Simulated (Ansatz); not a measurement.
## A failed many-body run on BAs (F-43m)

A first try at the G0W0 gap of BAs (F-43m), what the program said, and an input that works.

Calculated with Ansatz 0.2.0; G0W0 on PBE, plane waves, PAW.

### Step 1. Starting point

It takes space group F-43m (No. 216, cubic). The conventional cell has a = 4.777 Å, b = 4.777 Å, c = 4.777 Å, α = 90.00°, β = 90.00°, γ = 90.00°. Nearest to B lie 4 As at 2.07 Å. As has 4 B at 2.07 Å nearest. Farther neighbours are not listed.

The cell and positions come from the Crystallography Open Database and are kept as given unless a step says otherwise. The default PAW set here is soft_2. Its files were made with PBE.

### Step 2. First try

Input file input.yaml:

```yaml
crystal:
  lattice:
    - [0.0, 2.3885, 2.3885]
    - [2.3885, 0.0, 2.3885]
    - [2.3885, 2.3885, 0.0]
  atoms:
    - { symbol: B, position: [0.0, 0.0, 0.0] }
    - { symbol: As, position: [0.25, 0.25, 0.25] }
kpoints:
  mp_grid: { grid: [1, 1, 1] }
hamiltonian:
  xc: pbe
scf:
  occupations: { method: fixed }
gw:
  n_empty_bands: 28
  ecut_chi: 60
  qp_bands: [v2, c2]
  qp_kpoints: band_edges
  screening: { model: contour_deformation }
```

Launch:

```
$ ansatz run input.yaml --threads 3 --pin off --max-ram 92160MiB --backend cuda --events-out ev --progress --plain --runs-dir out --devices 1 --max-vram 13GiB  # rebuilt from the run's record
```

Numbers of over 12 decimals in the logs are rounded to 6 here.

What it wrote:

```text
GPUs: using 1 of 1 available (devices: 1).
Engine: ansatz 0.2.0, x86_64-unknown-linux-gnu
Pseudopotentials: kind: paw
Pseudopotential: B, paw, valence charge 3, recommended cutoff 420 eV (normal), B.paw.azcp
Pseudopotential: As, paw, valence charge 15, recommended cutoff 420 eV (normal), As.paw.azcp
Functional definition: PBE
  parameter kappa = 0.804
  parameter beta = 0.066725
  exchange = pbe_x(kappa = kappa, mu = beta*pi^2/3)
  correlation = pbe_c(beta = beta)
device memory: the entry about to start is reckoned to put 0.3 GiB on a device that reports 48.3 GiB free (of which the cap on the GPU budget leaves the run 13.0 GiB)
GPU FFT provider: cuFFT
GPU libraries: cuBLAS 13.8.2, cuFFT 12.4.0, cuSOLVER 12.3.4
Crystal: 2 atoms, lattice volume = 27.252 Å³
Basis set: ecut = 420 eV, 531 PW (Γ)
Bands: 13, of which v1, the nominal top of the filled ones, is band 9 counted from 1 (8 counted from 0)
Symmetry: 24 space group operations
Space group: F-43m (ITA 216), of the structure as read, at distance tolerance 3.0e-5 Å
k-points: 1
Non-local potential: B, projectors of the file, l = 0: 2, l = 1: 2, l = 2: 1
Non-local potential: As, projectors of the file, l = 0: 2, l = 1: 2, l = 2: 3, l = 3: 1
PAW form: soft (Blöchl's): semilocal exchange-correlation on the pseudo side does not see the compensation charge
PAW one-centre angular grid: B, 110 points (default); XC on 64 Gauss nodes
PAW one-centre angular grid: As, 590 points (default); XC on 64 Gauss nodes
Initial density: superposition of atomic densities (neutral atoms: chi_scale 0, normalization atom), corrected by the library's trained network
Initial wavefunctions: pseudopotential atomic-orbital guess
GPU buffer pool allocated for 13824 grid points (all kernels)
GPU transforms: local potential and band sums: pruned to the plane-wave sphere, on 24×24×24
Functional: x = pbe(κ = 0.804, μ = 0.219515), c = pbe(β = 0.066725)
SCF iter   1: F=—  HF=-4990.373919 eV  |F-HF|=—  |Δ(HF+E_count)|=         —  Δρ=9.52e-2  dr2=2.71e0  ethr=1.77e-3  ⟨swp⟩=4.0  Hψ=60  notcnv=0  defer=1
preconditioner: auto → none  [insulator: Δε(μ)=3.280 eV  Ē_g=7.480 eV  n_scr=8 (ndim 8)  ℏωp=20.1 eV  f_vac=0.001  ε∞_Penn≈8.2]
SCF iter   2: F=—  HF=-4989.935011 eV  |F-HF|=—  |Δ(HF+E_count)|=   4.39e-1  Δρ=7.27e-2  dr2=1.78e0  ethr=1.77e-3  ⟨swp⟩=3.0  Hψ=29  notcnv=0  defer=1
SCF iter   3: F=—  HF=-4989.688110 eV  |F-HF|=—  |Δ(HF+E_count)|=   2.47e-1  Δρ=3.26e-2  dr2=3.12e-1  ethr=1.77e-3  ⟨swp⟩=3.0  Hψ=25  notcnv=0  defer=1
SCF iter   4: F=—  HF=-4989.630871 eV  |F-HF|=—  |Δ(HF+E_count)|=   5.72e-2  Δρ=1.14e-2  dr2=3.15e-2  ethr=1.73e-3  ⟨swp⟩=2.0  Hψ=16  notcnv=0  defer=1
SCF iter   5: F=—  HF=-4989.627569 eV  |F-HF|=—  |Δ(HF+E_count)|=   3.30e-3  Δρ=2.41e-3  dr2=8.50e-4  ethr=1.75e-4  ⟨swp⟩=2.0  Hψ=19  notcnv=0  defer=1
SCF iter   6: F=—  HF=-4989.628088 eV  |F-HF|=—  |Δ(HF+E_count)|=   5.19e-4  Δρ=5.06e-4  dr2=3.99e-5  ethr=4.72e-6  ⟨swp⟩=2.0  Hψ=20  notcnv=0  defer=1
SCF iter   7: F=—  HF=-4989.628106 eV  |F-HF|=—  |Δ(HF+E_count)|=   1.82e-5  Δρ=5.37e-5  dr2=3.54e-7  ethr=2.22e-7  ⟨swp⟩=2.0  Hψ=22  notcnv=0
SCF iter   8: F=-4989.628107 eV  HF=-4989.628107 eV  |F-HF|=4.58e-9  |Δ(HF+E_count)|=   2.58e-7  Δρ=4.34e-6  dr2=4.30e-9  ethr=5.56e-10  ⟨swp⟩=5.0  Hψ=53  notcnv=0
SCF 1 converged in 8 iterations: F = -4989.628107 eV  dr2 = 4.30e-9
[...]
device memory: the entry about to start is reckoned to put 0.4 GiB on a device that reports 48.8 GiB free (of which the cap on the GPU budget leaves the run 13.0 GiB)
NSCF: frozen V_eff on 1 k-points
[...]
device memory: the entry about to start is reckoned to put 0.3 GiB on a device that reports 48.8 GiB free (of which the cap on the GPU budget leaves the run 13.0 GiB)
NSCF: frozen V_eff on 1 k-points
G₀W₀ screening: q 1/1
G₀W₀ self-energy: k 1/1
device memory: the entry about to start is reckoned to put 0.3 GiB on a device that reports 48.7 GiB free (of which the cap on the GPU budget leaves the run 13.0 GiB)
NSCF: frozen V_eff on 1 k-points
device memory: the entry about to start is reckoned to put 0.3 GiB on a device that reports 48.7 GiB free (of which the cap on the GPU budget leaves the run 13.0 GiB)
NSCF: frozen V_eff on 1 k-points
device memory: the entry about to start is reckoned to put 0.3 GiB on a device that reports 48.7 GiB free (of which the cap on the GPU budget leaves the run 13.0 GiB)
NSCF: frozen V_eff on 1 k-points
device memory: the entry about to start is reckoned to put 0.3 GiB on a device that reports 48.7 GiB free (of which the cap on the GPU budget leaves the run 13.0 GiB)
NSCF: frozen V_eff on 1 k-points
device memory: the entry about to start is reckoned to put 0.3 GiB on a device that reports 48.7 GiB free (of which the cap on the GPU budget leaves the run 13.0 GiB)
NSCF: frozen V_eff on 1 k-points
device memory: the entry about to start is reckoned to put 0.3 GiB on a device that reports 48.7 GiB free (of which the cap on the GPU budget leaves the run 13.0 GiB)
NSCF: frozen V_eff on 1 k-points
SCF converged after 8 iterations
Free energy (F): -4989.628107 eV
Harris-Foulkes:  -4989.628107 eV  (|F-HF|=4.58e-9)
Internal energy: -4989.628107 eV  (E = F + TS)
E sigma→0 (E₀):  -4989.628107 eV
Fermi energy:    12.373442 eV
--- Per-component energies (eV) ---
  E_band       = -162.053183
  E_kinetic    = 189.818071
  E_local      = -1730.115702  (includes V_loc(G=0)·N_el)
  E_nonlocal   = -659.237900
  E_hartree    = 969.680329
  E_xc         = -112.471502
  E_vxc        = -119.146514  (∫ρ·V_xc dr)
  E_paw        = -1921.526410  (= ΣΔE_a)
  E_vpaw       = 217.270495  (= ΣTr[D̂ρ^β])
  E_aug_tail   = 0.000005  (compensation charges beyond the density's cutoff)
  E_ewald      = -1725.774997
  E_smearing   = -0.000000  (= −TS)
  E_closure    = 0.000000  (closes the sum)
  Σ components = -4989.628107   (vs F -4989.628107, Δ=0.00e0)
--- Band table (eV) ---
  k-point 0: bands = [... 5 lower, -3.4153, 12.3734, 12.3734, 12.3734, 15.2675, 15.2675, 15.2675, 17.1631]
--- G₀W₀: contour deformation, 6 samples at zero and on the imaginary axis and 0 off it, 1 q-point, 28 empty bands' worth ---
  eigenvalues of the whole cell's RPA ε∞ on this k-mesh (on a slab, of 1 + 4πα/V) = 143.3720, 143.3720, 143.3720; static W/v taken at q = 0 is 0.006975
  bands read: the sum over 37 bands ends inside a degenerate multiplet in 1 slot, whose members it reads at an even weight; the widest, k=0: bands 36 to 38 (counted from 1) at 2/3 each
  gw.qp_kpoints: band_edges: 1 of 1 stored k-point solved, in 1 pass; an edge of the gap read off the rows below is read off those points alone
    ik  band        ε_KS         Σx   Σc(E_QP)       V_xc       Z   E_QP_lin       E_QP  E_QP is
     0     8     12.3734   -21.4266     6.0202   -15.4158  0.7977    12.3829    12.3829  root
     0     9     12.3734   -21.4266     6.0202   -15.4158  0.7977    12.3829    12.3829  root
     0    10     15.2675    -6.0338    -7.2040   -13.1872  0.8070    15.2169    15.2169  root
     0    11     15.2675    -6.0338    -7.2040   -13.1872  0.8070    15.2169    15.2169  root
```

Elapsed: 4.8 s, on 1 × NVIDIA H100 80GB HBM3 (shared by 6 runs) with 3 threads of AMD EPYC 7R13 (Zen 3), shared host; peak memory 0.96 GiB; 2.3 s of CPU time.

Reading the cycles: dr2 is the Hartree energy of the density residual (eV), the measure of convergence; HF is the Harris–Foulkes estimate of the energy, which meets the free energy F at convergence.

**What went wrong?**

The run ended normally, though the input holds a fault or crude settings.

The fault: one k-point. One point can't sample the density or the screening of a small cell, and the band edges may lie elsewhere in the zone.

It printed a gap of 2.83 eV, which is an artefact of the settings.

### Step 3. A better input

G0W0 replaces the xc potential by the self-energy, built once from these orbitals. Only a window of levels is corrected, while the sums run over the empty bands that the input names.

input.yaml, as its differences from that of step 2:

```diff
@@ -9,3 +9,3 @@
 kpoints:
-  mp_grid: { grid: [1, 1, 1] }
+  mp_grid: { grid: [6, 6, 6] }
 hamiltonian:
```

What it wrote:

```text
GPUs: using 1 of 1 available (devices: 1).
[...]
GPU FFT provider: cuFFT
GPU libraries: cuBLAS 13.8.2, cuFFT 12.4.0, cuSOLVER 12.3.4
Crystal: 2 atoms, lattice volume = 27.252 Å³
Basis set: ecut = 420 eV, 531 PW (Γ)
Bands: 13, of which v1, the nominal top of the filled ones, is band 9 counted from 1 (8 counted from 0)
[... 1 set-up line as in the run before ...]
[...]
k-points: 16 of 216 (time reversal used)
[...]
GPU buffer pool allocated for 13824 grid points (all kernels)
[...]
SCF iter   1: F=—  HF=-5012.081499 eV  |F-HF|=—  |Δ(HF+E_count)|=         —  Δρ=8.68e-4  dr2=1.36e-4  ethr=1.77e-3  ⟨swp⟩=4.2  Hψ=1063  notcnv=0  defer=20
[...]
SCF iter   6: F=-5012.081585 eV  HF=-5012.081585 eV  |F-HF|=4.13e-10  |Δ(HF+E_count)|=   1.78e-8  Δρ=2.47e-6  dr2=1.29e-9  ethr=1.38e-10  ⟨swp⟩=3.1  Hψ=839  notcnv=0
SCF 1 converged in 6 iterations: F = -5012.081585 eV  dr2 = 1.29e-9
[...]
0     8     11.1319   -16.4505     1.4436   -15.0505  0.7984    11.1755    11.1755  root
     0     9     11.1319   -16.4505     1.4436   -15.0505  0.7984    11.1755    11.1755  root
     0    10     14.4103    -9.1505    -3.9294   -13.8090  0.7971    15.1443    15.1394  root
     0    11     14.4103    -9.1505    -3.9294   -13.8090  0.7971    15.1443    15.1394  root
     1     8     10.4508   -16.3794     1.6074   -14.7644  0.7956    10.4432    10.4432  root
     1     9     10.4508   -16.3794     1.6074   -14.7644  0.7956    10.4432    10.4432  root
     1    10     14.4318    -9.5952    -4.1236   -14.5206  0.7931    15.2399    15.2337  root
     1    11     15.2984    -9.0525    -4.2065   -14.0341  0.7901    16.0799    16.0734  root
[...]
12     8      7.0555   -16.8511     2.8697   -13.7043  0.7675     6.7774     6.7784  root
    12     9      7.0555   -16.8511     2.8697   -13.7043  0.7675     6.7774     6.7784  root
    12    10     12.5682    -7.9415    -3.7627   -12.0336  0.8060    12.8984    12.8976  root
    12    11     12.5786    -7.6522    -3.8428   -11.9417  0.8100    13.0268    13.0254  root
[key lines of the parts left out:]
SCF converged after 6 iterations
Free energy (F): -5012.081585 eV
Fermi energy:    11.131865 eV
```

Run time: 3.6 s. Hardware: 1 × NVIDIA H100 80GB HBM3 (shared by 6 runs) with 3 threads; peak memory 1 GiB.

This step gave:

```
bands summed                                 : 37
RPA ε∞ on this mesh (eigenvalues)            : 10.88, 10.88, 10.88
plane waves in the screening matrix          : 27
q-points in the mesh                         : 216
G0W0 gap on the mesh                         : 1.681 eV
k of the valence top                         : 0, 0, 0
k of the conduction bottom                   : 0, 0.3333, 0.3333
starting gap on the mesh                     : 1.281 eV
Z at the valence top                         : 0.7984
Z at the conduction bottom                   : 0.8062
least direct G0W0 gap on the computed points : 3.964 eV
```

The gap on the mesh goes from 1.28 eV to 1.68 eV, a correction of +0.40 eV. Between the two edge states, bare exchange in place of the xc potential would open the gap by 5.49 eV, and correlation takes back 5.09 eV.

### Step 4. Results

```
first try  : converged after 4.8 s
better run : G0W0 gap on the mesh 1.68 eV (6×6×6 mesh, 28 empty bands, screening to 60 eV)
```

**Reading.** The second run differs in: mesh. Bands and cutoff are finite, so the gap is not at the basis limit. The miss can reach some tenths of an eV and take either sign; the mesh is an error of its own. The many-body steps are scalar-relativistic: spin-orbit coupling is not in them.

[Paths, hosts, dates, memory and timing lines, banners, echoed tables and standing remarks are left out of the program output.]

[Logs are printed without paths, hosts, clocks, repeated set-up lines and the standing remarks that a program may print on its own settings, such as how far it seeks lower states.]

[Runs of the session that timed out or met a known fault of the program may be left out.]

[Cells called generated may have been cut or substituted from an entry of the Crystallography Open Database or the Materials Project.]

[Hosts, paths, dates, database ids (printed as entryN), source tags and the programs' standing remarks are cut or masked in the printed files.]
